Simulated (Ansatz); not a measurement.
Structures of BiTe: which is lowest?

Plane-wave DFT in Ansatz with scalar-relativistic PAW potentials, cutoff 500 eV, Γ-centred meshes chosen by cell and gap, Gaussian smearing with energies taken to zero width. Every cell was relaxed (cell and atoms) in a run of its own, within the symmetry of its start. Functional: r2SCAN.

Relaxed structures (starts from databases or built by putting these elements on another compound's sites):
A. R-3m, 2 atoms in the computed cell, a = 4.822 Å, c = 9.891 Å; sites (symmetry × multiplicity) Bi -3m × 3, Te -3m × 3; start: database
B. Fm-3m, 2 atoms in the computed cell, a = 6.467 Å; sites (symmetry × multiplicity) Bi m-3m × 4, Te m-3m × 4; start: database

Question: Rank them by energy. Could pressure change the order?

Answer:
```tsv
structure	group	E − E(lowest) (meV/atom)	V (Å³/atom)	gap on mesh (eV)
A	R-3m	0.0	33.19	0.00
B	Fm-3m	4.1	33.80	0.00
```

A and B are level within the 5 meV/atom that separate runs leave open. The two lowest differ in volume by under 3 %, too little for a first-order estimate of what pressure does to that pair (other pairs aren't weighed here). Other structures may lie lower than all of these, and vibrations aren't counted.

Spin-orbit coupling is left out, which matters for the bands of heavy elements. For Tl, Pb and Bi spin-orbit coupling shifts energies too.